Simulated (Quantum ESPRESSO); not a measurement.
# Ba in Quantum ESPRESSO: the effect of functional

The system is Ba.

```
Ba
1.0
    -2.50650    2.50650    2.50650
     2.50650   -2.50650    2.50650
     2.50650    2.50650   -2.50650
Ba
1
Cartesian
  0.0000 0.0000 0.0000
```

Alike in all runs:

- Program: Quantum ESPRESSO 7.5
- Task: band structure
- Potentials or basis: SG15 PBE 1.2
- Cutoff: 599 eV
- Density cutoff: 2395 eV
- k mesh: 6 × 6 × 6
- Occupations: fermi-dirac, width 0.05 eV
- Spin: no spin polarisation

```csv
functional,pressure (GPa)
r2SCAN,0.3
SCAN,0.2
TASK,?
```

**Question.** What does the run with functional TASK give?

**Answer.** Pressure 2.6 GPa.

Caveats: the potentials were made for another functional, which shifts forces and pressure.

Runs at the PBE level aren't shown here.
